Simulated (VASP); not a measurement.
# SnSe in VASP: band structure with HSE06

Aim: the band structure of SnSe with HSE06.

Program: VASP 6.6.1. These are calculated values, not measurements. Logs are shortened: lines on timing, memory, paths and dates and some standing lists are left out, and cuts for length are marked.

### 1 The slab as given

The cell holds a slab with vacuum, 4 atoms: a = 4.234 Å, b = 4.234 Å, c = 11.004 Å, α = 90.00°, β = 90.00°, γ = 90.00°.

### 2 Band structure, HSE06

The input, POSCAR:

```
SnSe
1.0
    4.2336300000      0.0000000000      0.0000000000
    0.0000000000      4.2336300000      0.0000000000
    0.0000000000      0.0000000000     11.0038100000
Sn Se
2 2
Direct
    0.5000000000      0.0000000000      0.3783800000
    0.0000000000      0.5000000000      0.6216200000
    0.5000000000      0.0000000000      0.6232000000
    0.0000000000      0.5000000000      0.3768000000
```

The input, INCAR.step1:

```
SYSTEM = SnSe
PREC = Accurate ; ENCUT = 520
EDIFF = 1E-5 ; ISMEAR = 0
SIGMA = 0.02 ; LREAL = .False.
LASPH = .True. ; NELM = 60
ALGO = Normal ; ISIF = 2
LWAVE = .True. ; LCHARG = .False.
GGA = PE
```

The input, INCAR.step2:

```
SYSTEM = SnSe
PREC = Accurate ; ENCUT = 520
EDIFF = 1E-6 ; ISMEAR = 0
SIGMA = 0.02 ; LREAL = .False.
LASPH = .True. ; NELM = 60
ALGO = Normal ; ISIF = 2
LWAVE = .False. ; LCHARG = .False.
GGA = PE ; LHFCALC = .True.
HFSCREEN = 0.2 ; PRECFOCK = Fast
ISTART = 1
```

The input, KPOINTS:

```
Automatic mesh
0
Gamma
  4 4 2
  0 0 0
```

The input, KPOINTS_OPT:

```
path GXMGZRAZ,XR,MA
8
line-mode
reciprocal
 0.0000000000  0.0000000000  0.0000000000  G
 0.0000000000  0.5000000000  0.0000000000  X

 0.0000000000  0.5000000000  0.0000000000  X
 0.5000000000  0.5000000000  0.0000000000  M

 0.5000000000  0.5000000000  0.0000000000  M
 0.0000000000  0.0000000000  0.0000000000  G

 0.0000000000  0.0000000000  0.0000000000  G
 0.0000000000  0.0000000000  0.5000000000  Z

 0.0000000000  0.0000000000  0.5000000000  Z
 0.0000000000  0.5000000000  0.5000000000  R

 0.0000000000  0.5000000000  0.5000000000  R
 0.5000000000  0.5000000000  0.5000000000  A

 0.5000000000  0.5000000000  0.5000000000  A
 0.0000000000  0.0000000000  0.5000000000  Z

 0.0000000000  0.5000000000  0.0000000000  X
 0.0000000000  0.5000000000  0.5000000000  R

 0.5000000000  0.5000000000  0.0000000000  M
 0.5000000000  0.5000000000  0.5000000000  A
```

Potentials or basis: VASP PAW PBE potentials, release 64 (Sn_d, Se).

Run with:

```sh
$ cat potpaw_PBE.64/Sn_d/POTCAR potpaw_PBE.64/Se/POTCAR > POTCAR
$ cp INCAR.step1 INCAR
$ mpirun -np 1 vasp_std > vasp.out
$ cp INCAR.step2 INCAR
$ mpirun -np 1 vasp_std > vasp.out
```

OUTCAR:

```text
SYSTEM = SnSe
   PREC = Accurate
   ENCUT = 520
   EDIFF = 1E-6
   ISMEAR = 0
   LREAL = .False.
   LASPH = .True.
   NELM = 60
   ISIF = 2
   GGA = PE
   LHFCALC = .True.
   HFSCREEN = 0.2
   PRECFOCK = Fast
   ISTART = 1

 ion  position               nearest neighbor table
   1  0.500  0.000  0.378-   3 2.69   4 2.99   4 2.99   4 2.99   4 2.99
   2  0.000  0.500  0.622-   4 2.69   3 2.99   3 2.99   3 2.99   3 2.99
   3  0.500  0.000  0.623-   1 2.69   2 2.99   2 2.99   2 2.99   2 2.99
   4  0.000  0.500  0.377-   2 2.69   1 2.99   1 2.99   1 2.99   1 2.99

  LATTYP: Found a simple tetragonal cell.
 ALAT       =     4.2336300000
 C/A-ratio  =     2.5991430522

  Lattice vectors:

 A1 = (   4.2336300000,   0.0000000000,   0.0000000000)
 A2 = (   0.0000000000,   4.2336300000,   0.0000000000)
 A3 = (   0.0000000000,   0.0000000000,  11.0038100000)

Analysis of symmetry for initial positions (statically):
=====================================================================
 Subroutine PRICEL returns:
 Original cell was already a primitive cell.

 Routine SETGRP: Setting up the symmetry group for a
 simple tetragonal supercell.

 Subroutine GETGRP returns: Found 16 space group operations
 (whereof  8 operations were pure point group operations)
 out of a pool of 16 trial point group operations.

The static configuration has the point symmetry D_2d.
 The point group associated with its full space group is D_4h.

Analysis of symmetry for dynamics (positions and initial velocities):
=====================================================================
 Subroutine PRICEL returns:
 Original cell was already a primitive cell.

 Routine SETGRP: Setting up the symmetry group for a
 simple tetragonal supercell.

 Subroutine GETGRP returns: Found 16 space group operations
 (whereof  8 operations were pure point group operations)
 out of a pool of 16 trial point group operations.

The dynamic configuration has the point symmetry D_2d.
 The point group associated with its full space group is D_4h.

 Subroutine INISYM returns: Found 16 space group operations
 (whereof  8 operations are pure point group operations),
 and found     1 'primitive' translations

----------------------------------------------------------------------------------------

                                     Primitive cell

  volume of cell :     197.2281

[... 86 lines left out ...]
   ISYM   =      3    0-nonsym 1-usesym 2-fastsym
   POTIM  = 0.5000    time-step for ionic-motion
   TEBEG  =    0.0;   TEEND  =   0.0 temperature during run
   PSTRESS=    0.0 pullay stress
   NELECT =      40.0000    total number of electrons
   NUPDOWN=      -1.0000    fix difference up-down
   EMIN   =  10.00;   EMAX   =-10.00  energy-range for DOS
   EFERMI =   0.00;   METHOD = LEGACY
   ISMEAR =     0;   SIGMA  =   0.02  broadening in eV -4-tet -1-fermi 0-gaus
   EFERMI_NEDOS =   21; number of points for ismear=-14 and -15
   IALGO  =     38    algorithm
   IMIX   =      1    mixing-type and parameters
     AMIX     =   0.40;   BMIX     =  1.00
     AMIX_MAG =   1.60;   BMIX_MAG =  1.00
  volume/ion in A,a.u.               =      49.31       332.74
  Fermi-wavevector in a.u.,A,eV,Ry     =   0.961845  1.817624 12.587379  0.925146
  Thomas-Fermi vector in A             =   2.091253
   LORBIT       =      0    0 simple, 1 ext, 2 COOP (PROOUT), +10 PAW based schemes
   GGA     = PE    functional components
   LHFCALC =     T    Hartree Fock is set to
   PRECFOCK=fast      Normal, Fast or Accurate (Low or Medium for compatibility)
   ENCUT4O =  -1.0   cutoff for four orbital integrals eV
   NKREDX  =     1    reduce k-point grid by
   NKREDY  =     1    reduce k-point grid by
   NKREDZ  =     1    reduce k-point grid by
   AEXX    =    0.2500 exact exchange contribution
   HFSCREEN=    0.2000 screening length (either q_TF or 0.3 A-1)
   HFSCREENC=   0.2000 screening length for correlation (either q_TF or 0.3 A-1)
   ENCUTFOCK=  -1.0 apply spherical cutoff to Coloumb kernel
   IVDW    =     0    specifies the selected vdW correction
   LEPSILON=     F    determine dielectric tensor
   LRPA    =     F    only Hartree local field effects (RPA)
 non-spin polarized calculation
 Gauss-broadening in eV      SIGMA  =   0.02
  energy-cutoff  :      520.00
  volume of cell :      197.23
 maximum number of plane-waves:      5340
 NGX is ok and might be reduce to    32
  NGX = 18; NGY = 18; NGZ = 48

 number of electron      40.0000009 magnetization

 Free energy of the ion-electron system (eV)
  ---------------------------------------------------
  ext. energy  EPLUGINS =         0.00000000
  ---------------------------------------------------
  free energy    TOTEN  =       -19.49037571 eV

  energy without entropy =      -19.49037571  energy(sigma->0) =      -19.49037571

 E-fermi :   0.7467     XC(G=0):  -5.1378

 val. band max:        0.5678131260   @ k =   0.5000   0.0000   0.0000
 cond. band min:       2.5000820324   @ k =   0.5000   0.0000   0.0000
 fundamental gap:      1.9322689063
 Fermi energy:         0.7466921979

 k-point     1 :       0.0000    0.0000    0.0000
  band No.  band energies     occupation
      1     -22.7930      2.00000
      2     -22.7930      2.00000
      3     -22.7929      2.00000
      4     -22.7851      2.00000
      5     -22.7830      2.00000
      6     -22.7548      2.00000
[... 313 lines left out ...]
     23       5.7120      0.00000
     24       5.7120      0.00000

------------------------ aborting loop because EDIFF is reached ----------------------------------------

  FORCE on cell =-STRESS in cart. coord.  units (eV):
  Direction    XX          YY          ZZ          XY          YZ          ZX
  --------------------------------------------------------------------------------------
  -------------------------------------------------------------------------------------
  Total        1.0977068      1.0977068     -0.5647877      0.0000000      0.0000000      0.0000000
  in kB        8.9171909      8.9171909     -4.5880372      0.0000000      0.0000000      0.0000000
  external PRESSURE =       4.4154482 kB  Pullay stress =       0.0000000 kB

 VOLUME and BASIS-vectors are now :
 -----------------------------------------------------------------------------
  energy-cutoff  :      520.00
  volume of cell :      197.23
      direct lattice vectors                 reciprocal lattice vectors
     4.233630000  0.000000000  0.000000000     0.236203920  0.000000000  0.000000000
     0.000000000  4.233630000  0.000000000     0.000000000  0.236203920  0.000000000
     0.000000000  0.000000000 11.003810000     0.000000000  0.000000000  0.090877614

 POSITION                                       TOTAL-FORCE (eV/Angst)
 -----------------------------------------------------------------------------------
      2.11681      0.00000      4.16362        -0.000000      0.000000     -0.004863
      0.00000      2.11681      6.84019        -0.000000     -0.000000      0.004863
      2.11681      0.00000      6.85757        -0.000000     -0.000000     -0.199720
      0.00000      2.11681      4.14624         0.000000     -0.000000      0.199720
 -----------------------------------------------------------------------------------
    total drift:                                0.000001     -0.000000     -0.000056

  FREE ENERGIE OF THE ION-ELECTRON SYSTEM (eV)
  ---------------------------------------------------
  free  energy   TOTEN  =       -19.4903757065 eV

  energy  without entropy=      -19.4903757065  energy(sigma->0) =      -19.49037571
```

Run time: 63 min. Hardware: 1 thread of Intel Xeon 6975P-C (Granite Rapids), shared host; peak memory 0.5 GiB.

Results:

```yaml
Free_energy: -19.4904 eV
Largest_force: 0.200 eV/Å
Band_gap_along_the_path: 1.10 eV, direct
```

Forces on the atoms (eV/Å):
```
Sn   0.000  0.000 -0.005
Sn   0.000  0.000  0.005
Se   0.000  0.000 -0.200
Se   0.000  0.000  0.200
```

Levels at the corners of the path, in eV from the valence-band top:
| point | band 16 | band 17 | band 18 | band 19 | band 20 | band 21 | band 22 | band 23 | band 24 |
| --- | --- | --- | --- | --- | --- | --- | --- | --- | --- |
| Γ | -4.02 | -4.02 | -2.65 | -2.65 | -1.19 | 1.87 | 3.64 | 3.75 | 5.10 |
| X | -3.26 | -2.35 | -2.35 | -0.41 | -0.41 | 1.53 | 1.53 | 2.12 | 2.12 |
| X | -3.26 | -2.35 | -2.35 | -0.41 | -0.41 | 1.53 | 1.53 | 2.12 | 2.12 |
| M | -6.04 | -4.37 | -4.37 | -2.50 | -2.50 | 3.87 | 3.87 | 4.68 | 4.68 |
| M | -6.04 | -4.37 | -4.37 | -2.50 | -2.50 | 3.87 | 3.87 | 4.68 | 4.68 |
| Γ | -4.02 | -4.02 | -2.65 | -2.65 | -1.19 | 1.87 | 3.64 | 3.75 | 5.10 |
| Γ | -4.02 | -4.02 | -2.65 | -2.65 | -1.19 | 1.87 | 3.64 | 3.75 | 5.11 |
| Z | -4.02 | -4.02 | -2.65 | -2.65 | -1.19 | 1.66 | 3.75 | 4.82 | 5.05 |
| Z | -4.02 | -4.02 | -2.65 | -2.65 | -1.19 | 1.66 | 3.75 | 4.82 | 5.06 |
| R | -3.26 | -2.35 | -2.35 | -0.41 | -0.41 | 1.53 | 1.53 | 2.12 | 2.12 |
| R | -3.26 | -2.35 | -2.35 | -0.41 | -0.41 | 1.53 | 1.53 | 2.12 | 2.12 |
| A | -6.04 | -4.37 | -4.37 | -2.50 | -2.50 | 3.83 | 3.83 | 4.74 | 4.74 |
| A | -6.04 | -4.37 | -4.37 | -2.50 | -2.50 | 3.83 | 3.83 | 4.74 | 4.74 |
| Z | -4.02 | -4.02 | -2.65 | -2.65 | -1.19 | 1.66 | 3.75 | 4.82 | 5.04 |
| X | -3.26 | -2.35 | -2.35 | -0.41 | -0.41 | 1.53 | 1.53 | 2.12 | 2.12 |
| R | -3.26 | -2.35 | -2.35 | -0.41 | -0.41 | 1.53 | 1.53 | 2.12 | 2.12 |
| M | -6.04 | -4.37 | -4.37 | -2.50 | -2.50 | 3.87 | 3.87 | 4.68 | 4.68 |
| A | -6.04 | -4.37 | -4.37 | -2.50 | -2.50 | 3.83 | 3.83 | 4.74 | 4.74 |

Caveat: the PAW data sets were made with another functional, which shifts forces and pressure a little; spin-orbit coupling is left out, which moves the levels of the heavy elements.
